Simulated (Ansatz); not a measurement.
# CdS (Hawleyite) under changes of volume

One of the cells (24.808 Å³/atom); the others are scaled copies at fixed shape and fractional positions:

```xyz
2
Lattice="0.0000 2.9165 2.9165 2.9165 0.0000 2.9165 2.9165 2.9165 0.0000" Properties=species:S:1:pos:R:3 pbc="T T T"
Cd    0.0000    0.0000    0.0000
S     4.3748    4.3748    4.3748
```

| Quantity | Value |
| --- | --- |
| Program | Ansatz 0.2.0 |
| Functional | r2SCAN-EpsX |
| Potentials or basis | Ansatz PAW |
| Cutoff | 500 eV (not typed: the program's choice for these potentials) |
| k mesh | 4 × 4 × 4 |
| Occupations | fermi-dirac, width 0.05 eV |
| Spin | no spin polarisation |

```csv
volume (Å³/atom),energy over the lowest point (meV/atom),pressure (GPa),gap on the mesh (eV)
23.319,34.54,6.0,2.85
23.815,?,?,?
24.312,8.05,2.6,2.75
24.808,2.04,1.2,2.70
25.304,0.00,-0.1,2.64
25.800,1.76,-1.3,2.59
26.296,6.80,-2.3,2.53
```

Task: What does the run at 23.815 Å³/atom give?

Result: Energy over the lowest point 18.74 meV/atom; pressure 4.2 GPa; gap on the mesh 2.80 eV.

Worked out: A Birch-Murnaghan fit of order 3 (a polynomial in V^(-2/3)) to the other rows has its minimum at 25.31 Å³/atom with B0 = V·E''(V) = 61 GPa and B' = 4.5. It gives 18.76 meV/atom at 23.815 Å³/atom, against the run's 18.74, and -dE/dV = 4.2 GPa, against 4.2. A straight line through the other rows of the gap, of slope -2.66 eV per unit of ln V (its deformation potential), gives 2.80 eV, against the run's 2.80.

Energies are extrapolated to zero smearing.

Caveats: all runs use coarse meshes; the PAW data sets come from PBE, with cores solved anew for the run's functional, which leaves a small shift of forces and pressure; the thresholds are loose for stress.

Spin-orbit coupling on Cd is left out.
